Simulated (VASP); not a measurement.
A run of VASP 6.6.1 is set up as follows.

POSCAR

```
KBr
1.0
    0.0000000000      3.3000000000      3.3000000000
    3.3000000000      0.0000000000      3.3000000000
    3.3000000000      3.3000000000      0.0000000000
Br K
1 1
Direct
    0.5000000000      0.5000000000      0.5000000000
    0.0000000000      0.0000000000      0.0000000000
```

File INCAR.step1:

```
PREC = Accurate
ENCUT = 520
EDIFF = 1E-7
ISMEAR = 0
SIGMA = 0.02
LREAL = F
LASPH = T
NELM = 80
ALGO = Normal
ISIF = 2
LWAVE = F
LCHARG = T
GGA = PS
NBANDS = 15
```

File KPOINTS.step1:

```
Automatic mesh
0
Gamma
  8 8 8
```

Contents of INCAR.step2:

```
PREC = Accurate
ENCUT = 520
EDIFF = 1E-7
ISMEAR = 0
SIGMA = 0.05
LREAL = F
LASPH = T
NELM = 80
ALGO = Normal
ISIF = 2
LWAVE = F
LCHARG = F
GGA = PS
NBANDS = 15
ICHARG = 11
```

Contents of KPOINTS.step2:

```
path GXWKGLUWLK,UX
15
line-mode
reciprocal
 0.0000000000  0.0000000000  0.0000000000  G
 0.5000000000  0.0000000000  0.5000000000  X

 0.5000000000  0.0000000000  0.5000000000  X
 0.5000000000  0.2500000000  0.7500000000  W

 0.5000000000  0.2500000000  0.7500000000  W
 0.3750000000  0.3750000000  0.7500000000  K

 0.3750000000  0.3750000000  0.7500000000  K
 0.0000000000  0.0000000000  0.0000000000  G

 0.0000000000  0.0000000000  0.0000000000  G
 0.5000000000  0.5000000000  0.5000000000  L

 0.5000000000  0.5000000000  0.5000000000  L
 0.6250000000  0.2500000000  0.6250000000  U

 0.6250000000  0.2500000000  0.6250000000  U
 0.5000000000  0.2500000000  0.7500000000  W

 0.5000000000  0.2500000000  0.7500000000  W
 0.5000000000  0.5000000000  0.5000000000  L

 0.5000000000  0.5000000000  0.5000000000  L
 0.3750000000  0.3750000000  0.7500000000  K

 0.6250000000  0.2500000000  0.6250000000  U
 0.5000000000  0.0000000000  0.5000000000  X
```

Potentials or basis: VASP PAW PBE potentials, release 64 (Br, K_sv).

The run is started by

```bash
$ cat potpaw_PBE.64/Br/POTCAR potpaw_PBE.64/K_sv/POTCAR > POTCAR
$ cp INCAR.step1 INCAR
$ cp KPOINTS.step1 KPOINTS
$ mpirun -np 1 vasp_std > vasp.out
$ cp INCAR.step2 INCAR
$ cp KPOINTS.step2 KPOINTS
$ mpirun -np 1 vasp_std > vasp.out
```

**Question.** What does it give for the band gap along the path?

**Answer.** 4.28 eV, direct.

**Question.** What does it give for the band gap on the k mesh?

**Answer.** 4.28 eV, direct.

Levels at the corners of the path, in eV from the valence-band top:
```csv
point,band 5,band 6,band 7,band 8,band 9,band 10,band 11,band 12
Γ,-11.15,0.00,0.00,0.00,4.28,7.53,7.53,7.53
X,-11.19,-0.83,-0.29,-0.29,5.75,7.09,9.33,9.35
X,-11.19,-0.83,-0.29,-0.29,5.75,7.09,9.33,9.35
W,-11.07,-0.60,-0.60,-0.55,7.27,7.27,8.17,8.92
W,-11.07,-0.60,-0.60,-0.55,7.27,7.27,8.17,8.92
K,-11.09,-0.71,-0.66,-0.34,6.47,8.06,8.34,9.10
K,-11.09,-0.71,-0.66,-0.34,6.47,8.06,8.34,9.10
Γ,-11.15,0.00,0.00,0.00,4.28,7.53,7.53,7.53
Γ,-11.15,0.00,0.00,0.00,4.28,7.53,7.53,7.53
L,-10.92,-1.21,-0.34,-0.34,6.44,8.13,9.72,9.72
L,-10.92,-1.21,-0.34,-0.34,6.44,8.13,9.72,9.72
U,-11.09,-0.71,-0.66,-0.34,6.47,8.06,8.34,9.10
U,-11.09,-0.71,-0.66,-0.34,6.47,8.06,8.34,9.10
W,-11.07,-0.60,-0.60,-0.55,7.27,7.27,8.17,8.92
W,-11.07,-0.60,-0.60,-0.55,7.27,7.27,8.17,8.92
L,-10.92,-1.21,-0.34,-0.34,6.44,8.13,9.72,9.72
L,-10.92,-1.21,-0.34,-0.34,6.44,8.13,9.72,9.72
K,-11.09,-0.71,-0.66,-0.34,6.47,8.06,8.34,9.10
U,-11.09,-0.71,-0.66,-0.34,6.47,8.06,8.34,9.10
X,-11.19,-0.83,-0.29,-0.29,5.75,7.09,9.33,9.35
```

Caveat: the log is that of the step along the path at fixed density, whose energy, stress, charges and moments have no meaning.
